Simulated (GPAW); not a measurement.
# SnSe (Fm-3m) in GPAW: settings compared

The runs below take SnSe through eps q, energy-loss spectrum, dielectric tensor, with r2SCAN, PBE.

Everything below comes from runs of GPAW 26.7.0. Logs are shortened: lines on timing, memory, paths and dates and some standing lists are left out, and cuts for length are marked. The log counts tension as positive stress, the text compression.

## Step 1: The crystal as given

Symmetry: Fm-3m, No. 225, cubic system. The conventional cell has a = 6.020 Å, b = 6.020 Å, c = 6.020 Å, α = 90.00°, β = 90.00°, γ = 90.00°. Around Sn (site symmetry m-3m) lie 6 Se at 3.01 Å. Se (site symmetry m-3m) is surrounded by 6 Sn at 3.01 Å.

Measurements of this composition are mostly on another form, of space group No. 62.

## Step 2: Eps q, r2SCAN

The input, run.py:

```python
import numpy as np
from ase import Atoms
from ase.dft.bandgap import bandgap
from ase.io import write
from gpaw import GPAW, PW
from gpaw.response.df import DielectricFunction

atoms = Atoms(['Sn', 'Se'],
              cell=[[0.0, 3.01, 3.01],
                    [3.01, 0.0, 3.01],
                    [3.01, 3.01, 0.0]],
              scaled_positions=[[0.0, 0.0, 0.0],
                                [0.5, 0.5, 0.5]],
              pbc=True)

calc = GPAW(mode=PW(400),
            xc='MGGA_X_R2SCAN+MGGA_C_R2SCAN',
            kpts={'size': (6, 6, 6), 'gamma': True},
            occupations={'name': 'fermi-dirac', 'width': 0.001},
            nbands=19,
            convergence={'density': 1e-06},
            maxiter=150,
            txt='gpaw.txt')
atoms.calc = calc
energy = atoms.get_potential_energy()
calc.write('gs.gpw')
write('result.traj', atoms)
print(f'Energy: {energy:.6f} eV')
print('Fermi level:', round(calc.get_fermi_level(), 4), 'eV')
print(f'Gap: {bandgap(calc)[0]:.4f} eV, direct: {bandgap(calc, direct=True)[0]:.4f} eV')

dense = calc.fixed_density(kpts={'size': (8, 8, 8), 'gamma': True},
                           nbands=32, convergence={'bands': 26, 'eigenstates': 1e-7},
                           update_fermi_level=True, txt='dense.txt')
dense.write('dense.gpw', mode='all')

df = DielectricFunction('dense.gpw', frequencies=np.array([0.0]), hilbert=False, eta=0.001,
                        ecut=60, nbands=26, txt='df.txt')
for q_c in [[0.125, 0.125, 0.0], [0.25, 0.25, 0.0], [0.375, 0.375, 0.0], [0.5, 0.5, 0.0], [0.75, 0.75, 0.0], [0.875, 0.875, 0.0], [0.125, 0.125, 0.125], [0.25, 0.25, 0.25], [0.375, 0.375, 0.375], [0.5, 0.5, 0.5], [0.75, 0.75, 0.75], [0.875, 0.875, 0.875]]:
    e0, e = df.get_dielectric_function(xc='RPA', q_c=q_c, filename=None)
    q = np.linalg.norm(2 * np.pi * np.array(q_c) @ atoms.cell.reciprocal())
    print(q_c, f'|q| = {q:.4f} 1/A: eps {e0[0].real:.4f} without, {e[0].real:.4f} with local fields')
```

Potentials or basis: GPAW PAW data sets (gpaw-data 1.2.1), pw.

Started as:

```bash
> OMP_NUM_THREADS=1 python run.py
```

gpaw.txt:

```text
__  _  _
 | _ |_)|_||  |
 |__||  | ||/\| - 26.7.0

Input parameters:
  mode=PW(ecut=400.0),
  convergence={'density': 1e-06},
  kpts=MonkhorstPack(size=(6, 6, 6), gamma=True),
  maxiter=150,
  nbands=19,
  occupations=Occupations(name='fermi-dirac', width=0.001),
  xc=XC(name='MGGA_X_R2SCAN+MGGA_C_R2SCAN')

Diagonalizing LCAO Hamiltonian
Converting LCAO to pw mode

                Se

       Sn

Atoms  # Å, Bohr magnetons
|   | symbol |        x |        y |        z |    initial magnetic moments |
|---|--------|----------|----------|----------|-----------------------------|
| 0 |     Sn | 0.000000 | 0.000000 | 0.000000 | ( 0.0000,  0.0000,  0.0000) |
| 1 |     Se | 3.010000 | 3.010000 | 3.010000 | ( 0.0000,  0.0000,  0.0000) |

Unit cell  # Å
| periodic |        x |        y |        z |  lengths |    angles |
|----------|----------|----------|----------|----------|-----------|
|      yes | 0.000000 | 3.010000 | 3.010000 | 4.256783 | 60.000000 |
|      yes | 3.010000 | 0.000000 | 3.010000 | 4.256783 | 60.000000 |
|      yes | 3.010000 | 3.010000 | 0.000000 | 4.256783 | 60.000000 |

Number of symmetries: 48
Symmetry operations  # r_c * U_cc + t_c -> r_c
|    | kind |            matrix            |
|----|------|------------------------------|
|  0 |  σ   |  1, 0, 0,  1, 0,-1,  1,-1, 0 |
|  1 |  C2  |  1, 0, 0,  1,-1, 0,  1, 0,-1 |
|  2 |  E   |  1, 0, 0,  0, 1, 0,  0, 0, 1 |
|  3 |  σ   |  1, 0, 0,  0, 0, 1,  0, 1, 0 |
|  4 |  C4  |  1, 0,-1,  1, 0, 0,  1,-1, 0 |
|  5 |  S6  |  1, 0,-1,  1,-1, 0,  1, 0, 0 |
|  6 |  σ   |  1, 0,-1,  0, 1,-1,  0, 0,-1 |
|  7 |  C3  |  1, 0,-1,  0, 0,-1,  0, 1,-1 |
|  8 |  S6  |  1,-1, 0,  1, 0, 0,  1, 0,-1 |
|  9 |  C4  |  1,-1, 0,  1, 0,-1,  1, 0, 0 |
| 10 |  C3  |  1,-1, 0,  0,-1, 1,  0,-1, 0 |
| 11 |  σ   |  1,-1, 0,  0,-1, 0,  0,-1, 1 |
| 12 |  σ   |  0, 1, 0,  1, 0, 0,  0, 0, 1 |
| 13 |  C4  |  0, 1, 0,  0, 1,-1, -1, 1, 0 |
| 14 |  C3  |  0, 1, 0,  0, 0, 1,  1, 0, 0 |
| 15 |  S6  |  0, 1, 0, -1, 1, 0,  0, 1,-1 |
| 16 |  C2  |  0, 1,-1,  1, 0,-1,  0, 0,-1 |
| 17 |  σ   |  0, 1,-1,  0, 1, 0, -1, 1, 0 |
| 18 |  S4  |  0, 1,-1,  0, 0,-1,  1, 0,-1 |
| 19 |  C4  |  0, 1,-1, -1, 1, 0,  0, 1, 0 |
| 20 |  C3  |  0, 0, 1,  1, 0, 0,  0, 1, 0 |
| 21 |  σ   |  0, 0, 1,  0, 1, 0,  1, 0, 0 |
| 22 |  S6  |  0, 0, 1,  0,-1, 1, -1, 0, 1 |
| 23 |  C4  |  0, 0, 1, -1, 0, 1,  0,-1, 1 |
| 24 |  S4  |  0, 0,-1,  1, 0,-1,  0, 1,-1 |
| 25 |  C3  |  0, 0,-1,  0, 1,-1,  1, 0,-1 |
| 26 |  C2  |  0, 0,-1,  0,-1, 0, -1, 0, 0 |
| 27 |  S6  |  0, 0,-1, -1, 0, 0,  0,-1, 0 |
| 28 |  S4  |  0,-1, 1,  1,-1, 0,  0,-1, 0 |
| 29 |  C4  |  0,-1, 1,  0, 0, 1, -1, 0, 1 |
| 30 |  C2  |  0,-1, 1,  0,-1, 0,  1,-1, 0 |
| 31 |  σ   |  0,-1, 1, -1, 0, 1,  0, 0, 1 |
| 32 |  C3  |  0,-1, 0,  1,-1, 0,  0,-1, 1 |
| 33 |  S6  |  0,-1, 0,  0, 0,-1, -1, 0, 0 |
| 34 |  S4  |  0,-1, 0,  0,-1, 1,  1,-1, 0 |
| 35 |  C2  |  0,-1, 0, -1, 0, 0,  0, 0,-1 |
| 36 |  C2  | -1, 1, 0,  0, 1, 0,  0, 1,-1 |
| 37 |  S6  | -1, 1, 0,  0, 1,-1,  0, 1, 0 |
| 38 |  S4  | -1, 1, 0, -1, 0, 1, -1, 0, 0 |
| 39 |  C3  | -1, 1, 0, -1, 0, 0, -1, 0, 1 |
| 40 |  S6  | -1, 0, 1,  0, 0, 1,  0,-1, 1 |
| 41 |  C2  | -1, 0, 1,  0,-1, 1,  0, 0, 1 |
| 42 |  C3  | -1, 0, 1, -1, 1, 0, -1, 0, 0 |
| 43 |  S4  | -1, 0, 1, -1, 0, 0, -1, 1, 0 |
| 44 |  C2  | -1, 0, 0,  0, 0,-1,  0,-1, 0 |
| 45 |  i   | -1, 0, 0,  0,-1, 0,  0, 0,-1 |
| 46 |  σ   | -1, 0, 0, -1, 1, 0, -1, 0, 1 |
| 47 |  C2  | -1, 0, 0, -1, 0, 1, -1, 1, 0 |

BZ-sampling:
  Number of BZ points: 216
  Number of IBZ points: 16

  Monkhorst-Pack size: [6, 6, 6]
  Monkhorst-Pack shift: [0.08333333333333333, 0.08333333333333333, 0.08333333333333333]

K-points  # in reciprocal-cell coordinates
|     |                                coordinates |     weight |
|-----|--------------------------------------------|------------|
|   0 | (  0.00000000,   0.00000000,   0.00000000) | 0.00462963 |
|   1 | (  0.16666667,   0.16666667,   0.00000000) | 0.02777778 |
|   2 | (  0.16666667,   0.16666667,   0.16666667) | 0.03703704 |
|   3 | (  0.33333333,   0.16666667,   0.16666667) | 0.05555556 |
|   4 | (  0.33333333,   0.33333333,  -0.33333333) | 0.05555556 |
|   5 | (  0.33333333,   0.33333333,   0.00000000) | 0.02777778 |
|   6 | (  0.33333333,   0.33333333,   0.16666667) | 0.11111111 |
|   7 | (  0.33333333,   0.33333333,   0.33333333) | 0.03703704 |
|   8 | (  0.50000000,   0.33333333,  -0.33333333) | 0.11111111 |
|   9 | (  0.50000000,   0.33333333,  -0.16666667) | 0.05555556 |
| ... |                                            |            |
|  15 | (  0.50000000,   0.50000000,   0.50000000) | 0.01851852 |

Plane wave coefficients: 1002
Cutoff: 400.0 eV

Spin-components: 1 (collinear spins)
Bands:           19
Projectors:      11
Spin-degeneracy: 2
Datatype:        complex128

Parallelization:
  kpt:    1
  domain: 1
  band:   1

Density:
  Valence electrons: 20.0
  Components: 1
  Grid points: [20 20 20]
  Charge: 0.0  # |e|

Potential:
  Grid points: [20 20 20]

species:
  Sn:
    name:    Tin
    Z:       50.0
    valence: 14
    core:    36
    charge:  0.0  # [|e|]
    compensation charges:
      type: gauss
      rc: 0.38  # [Å]
      lmax: 2
    cutoffs:
      filter: 2.23  # [Å]
      core: 2.35  # [Å]
    projectors
    | kind |    occ | energy [eV] | rcut [Å] |
    |------|--------|-------------|----------|
    |   5s |  2.000 |     -10.538 |    1.201 |
    |   5p |  2.000 |      -3.696 |    1.270 |
    |   4d | 10.000 |     -25.845 |    1.185 |
    |    s |        |      16.674 |    1.201 |
    |    p |        |      23.515 |    1.270 |
    |    d |        |       1.367 |    1.185 |

    Using partial waves for Sn as LCAO basis

  Se:
    name:    Selenium
    Z:       34.0
    valence: 6
    core:    28
    charge:  0.0  # [|e|]
    compensation charges:
      type: gauss
      rc: 0.27  # [Å]
      lmax: 2
    cutoffs:
      filter: 1.77  # [Å]
      core: 2.67  # [Å]
    projectors
    | kind |    occ | energy [eV] | rcut [Å] |
    |------|--------|-------------|----------|
    |   4s |  2.000 |     -17.277 |    0.847 |
    |   4p |  4.000 |      -6.512 |    1.005 |
    |    s |        |       9.935 |    0.847 |
    |    p |        |      20.699 |    1.005 |
    |    d |        |       0.000 |    0.847 |

    Using partial waves for Se as LCAO basis

Reference energy: -234114.225438  # eV

eigensolver:
  PPCG
  Converge bands: occupied
  niter=2

density mixing:
  MSR1-Mixer
  Pratt-step length: 0.05
  Maximum mixing coefficient: 0.75
  Old densities: 10
  SVD Regularization: 0.005
  Good broyden scale: 1.0
  Trust region scale: 1.0
  Backstep threshold: 4.0
  History deletion threshold: 6.0
  Fourier metric: weight=20.0, sigma=0.015

occupation numbers:
  Fermi-Dirac:
    width: 0.0010  # eV

poisson solver:
  ecut: 3200.0  # eV

xc functional:
  name: MGGA_X_R2SCAN+MGGA_C_R2SCAN with 2 nearest neighbor stencil

convergence criteria:
- Maximum integral of absolute [dens]ity change: 1e-06 electrons / valence electron
- Maximum [total energy] change in last 3 cyles: 0.0005 eV / valence electron
- Maximum integral of absolute [eigenst]ate change: 4e-08 eV^2 / valence electron
maximum number of iterations: 150

SCF iterations
|iter     | |      energy | eigst |  dens |
|---------|-|-------------|-------|-------|
|iter:   1| |  -34.961871 | -0.28 |       |
|iter:   2| |  -32.145666 | -1.31 | -1.33 |
|iter:   3| |-10504684.454389 | +6.41 | -1.30 |
|iter:   4| |   -7.464109 | +1.67 | +2.48 |
|iter:   5| |  -32.158130 | +0.84 | -0.54 |
|iter:   6| |  -32.048652 | -1.24 | -1.39 |
|iter:   7| |  -32.048711 | -2.98 | -1.91 |
|iter:   8| |  -32.043429c| -3.04 | -2.01 |
|iter:   9| |  -32.043253c| -4.24 | -2.43 |
|iter:  10| |  -32.042397c| -4.88 | -2.51 |
|iter:  11| |  -32.042189c| -5.28 | -2.81 |
|iter:  12| |  -32.042144c| -5.86 | -3.12 |
|iter:  13| |  -32.042129c| -6.03 | -3.43 |
|iter:  14| |  -32.042129c| -7.76c| -4.51 |
|iter:  15| |  -32.042129c| -8.04c| -5.01 |
|iter:  16| |  -32.042129c| -8.91c| -5.72 |
|iter:  17| |  -32.042129c| -9.43c| -6.42c|

Converged in 17 steps
Energy contributions relative to reference atoms: (reference = -234114.225438)

Energy contributions:
  Kinetic:          16.044559
  Coulomb:         -15.797917
  Zero:             -0.171282
  External:          0.000000
  Xc:              -32.117489
  Entropy:          -0.000000
  Spinorbit:         0.000000
  ----------------------------
  Free energy:     -32.042129
  Extrapolated:    -32.042129

dipole moment: (-20.310351, -20.310351, -20.310351)  # |e|*Ang

Fermi level: 6.301
Eigenvalues  # (at kpt = [0.000, 0.000, 0.000])
| band index |      eig [eV] | occ [0-2] |
|------------|---------------|-----------|
|          0 |       -16.373 |     2.000 |
|        ... |               |           |
|          2 |       -16.365 |     2.000 |
|          3 |       -16.365 |     2.000 |
|          4 |       -16.365 |     2.000 |
|          5 |        -8.544 |     2.000 |
|          6 |         0.936 |     2.000 |
|          7 |         3.530 |     2.000 |
[... 9 lines left out ...]
|         17 |        14.508 |     0.000 |
|         18 |        14.730 |     0.000 |

Gap: 0.463 eV
Transition (v -> c):
  (s=0, k=15, n=9, [0.50, 0.50, 0.50]) -> (s=0, k=15, n=10, [0.50, 0.50, 0.50])
No difference between direct/indirect transitions
# Writing to gs.gpw (mode='')
```

Run time: 63 s. Hardware: 1 thread of Arm Neoverse V2, shared host; peak memory 0.4 GiB.

Results:

* Free energy: -32.0421 eV
* Band gap on the k mesh: 0.46 eV, direct

Caveat: response on these states lacks terms of the Hamiltonian; spin-orbit coupling is left out, which moves the levels of the heavy elements. A k mesh can miss the band edges.

[end of part 1 of 2]
